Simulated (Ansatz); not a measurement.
Here is an Ansatz 0.2.0 calculation.

input.yaml

```yaml
crystal:
  lattice:
    - [2.881, 0.0, 0.0]
    - [0.0, 2.881, 0.0]
    - [0.0, 0.0, 2.881]
  atoms:
    - { symbol: Ni, position: [0.5, 0.5, 0.5], spin: 1.0 }
    - { symbol: Al, position: [0.0, 0.0, 0.0] }
kpoints:
  mp_grid: { grid: [9, 9, 9] }
  band_path:
    path:
      - [0.0, 0.0, 0.0]
      - [0.0, 0.5, 0.0]
      - [0.5, 0.5, 0.0]
      - [0.0, 0.0, 0.0]
      - [0.5, 0.5, 0.5]
      - [0.0, 0.5, 0.0]
    npoints: 6
scf:
  occupations: { method: fermi_dirac, width: 0.05 }
hamiltonian:
  xc: rpbe
  pseudopotentials: { kind: all_electron, lapw: { basis_error: 0.001 } }
magnetization:
  spin_polarized: true
output:
  forces: true
  stress: true
  eigenvalues: true
```

Potentials or basis: all-electron LAPW, scalar-relativistic.

Command:

```console
$ ansatz run input.yaml --threads 2 --pin off --max-ram 6144MiB --backend cpu --events-out ev --progress --plain --runs-dir out
```

(1) Predict the pressure.

(2) Predict the absolute moment.

(3) Estimate the band gap along the path.

## Answers

(1) 5.8 GPa.

(2) 0.00 μB per cell.

(3) none (metal or under the smearing width).

Caveat: the starting moments weren't kept.
